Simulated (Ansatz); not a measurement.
Runs of Ansatz 0.2.0 on KF (Carobbiite). Symmetry: Fm-3m, No. 225, cubic system. The conventional cell has a = 5.344 Å, b = 5.344 Å, c = 5.344 Å, α = 90.00°, β = 90.00°, γ = 90.00°. K (site symmetry m-3m) has 6 F at 2.67 Å as nearest neighbours. F (site symmetry m-3m) is surrounded by 6 K at 2.67 Å. 

```csv
task,level,potentials or basis,k mesh,cutoff (eV),smearing,basis error allowed,mesh quality,gap on the mesh (eV),pressure (GPa)
single point,PBE,all-electron PAW datasets made for the crystal,6 × 6 × 6,280,fermi-dirac 0.05 eV,-,not flagged,6.18,1.4
single point,PBE,"all-electron LAPW, scalar-relativistic",6 × 6 × 6,187,fermi-dirac 0.02 eV,0.002 eV/atom,not flagged,6.18,1.4
single point,PBE0,all-electron PAW datasets made for the crystal,6 × 6 × 6,310,fermi-dirac 0.05 eV,-,not flagged,8.95,-
single point,RPBE,"all-electron LAPW, scalar-relativistic",9 × 9 × 9,207,gaussian 0.02 eV,0.001 eV/atom,not flagged,6.51,(a)
band structure,PBEsol,"all-electron LAPW, scalar-relativistic",9 × 9 × 9,203,fermi-dirac 0.05 eV,0.001 eV/atom,not flagged,(b),-0.7
single point,PBE,"all-electron LAPW, scalar-relativistic",4 × 4 × 4,187,fermi-dirac 0.04 eV,0.002 eV/atom,coarse,6.18,1.4
```

Alike in all rows: no spin polarisation; cell as given.

**Question.** Estimate the missing entries.

**Answer.** (a) 4.1; (b) 6.04.

Caveats: some runs use coarse meshes; an odd mesh through Γ misses points on the zone boundary, where band edges often lie (some runs).

Not every run made on this cell is shown here.
